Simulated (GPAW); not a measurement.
**MgO in GPAW: the effect of functional**

MgO:

```
CELL_PARAMETERS angstrom
0.00000 2.09700 2.09700
2.09700 0.00000 2.09700
2.09700 2.09700 0.00000
ATOMIC_POSITIONS crystal
Mg 0.00000 0.00000 0.00000
O 0.50000 0.50000 0.50000
```

The cell is a database's computed one.

Alike in all runs:

| Item | Value |
| --- | --- |
| Program | GPAW 26.7.0 |
| Task | single point |
| Cutoff | 800 eV |
| Basis | pw |
| k mesh | 11 × 11 × 11 |
| Occupations | fermi-dirac, width 0.05 eV |
| Spin | no spin polarisation |

```tsv
functional	potentials or basis	gap on the mesh (eV)
LDA	the program's PAW data sets (release 1.2.1) made for this functional	4.80
BLYP	PAW data sets generated in the run's folder for this functional	5.17
optB88-vdW	GPAW PAW data sets (gpaw-data 1.2.1)	5.15
r2SCAN	GPAW PAW data sets (gpaw-data 1.2.1)	5.80
AM05	PAW data sets generated in the run's folder for this functional	?
RPBE	the program's PAW data sets (release 1.2.1) made for this functional	5.00
vdW-DF2	GPAW PAW data sets (gpaw-data 1.2.1)	5.29
TPSS	GPAW PAW data sets (gpaw-data 1.2.1)	4.99
```

Q: What does the run with functional AM05 give?

A: gap on the mesh 4.86 eV.

Caveats: an odd mesh through Γ misses points on the zone boundary, where band edges often lie (some runs).

Runs at the PBE level aren't shown here.
